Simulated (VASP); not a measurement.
Be4H, 5 atoms in the cell. It takes space group Immm (No. 71, orthorhombic). The conventional cell has a = 2.713 Å, b = 4.506 Å, c = 5.199 Å, α = 90.00°, β = 90.00°, γ = 90.00°. Be (site symmetry m) is surrounded by 4 Be at 1.64 to 1.77 Å. H (site symmetry mmm) has 12 Be at 1.99 to 2.10 Å as nearest neighbours. The cell was built by a generator and needn't be a form met in nature.

* Program: VASP 6.6.1
* Task: single point
* Functional: PBE
* Potentials or basis: VASP PAW PBE potentials, release 64 (Be, H)
* Cutoff: 520 eV
* k mesh: 11 × 11 × 11
* Occupations: fermi-dirac, width 0.05 eV
* Spin: no spin polarisation
* Further INCAR settings: ALGO = Normal; EDIFF = 1e-07; NBANDS = 12

Potentials or basis: VASP PAW PBE potentials, release 64 (Be, H).

Command:

```bash
$ cat potpaw_PBE.64/Be/POTCAR potpaw_PBE.64/H/POTCAR > POTCAR
$ mpirun -np 1 vasp_std > vasp.out
```

Hardware: 1 thread of Intel(R) Xeon(R) Platinum 8259CL CPU @ 2.50GHz (Skylake/Cascade Lake), with other jobs on the host.

Question: How long does it take, and how much memory?

Answer: Run time: 110 s on 1 thread of Intel(R) Xeon(R) Platinum 8259CL CPU @ 2.50GHz (Skylake/Cascade Lake) (shared host), peak memory 0.2 GiB. Counts: scf iterations 13, k points 216.
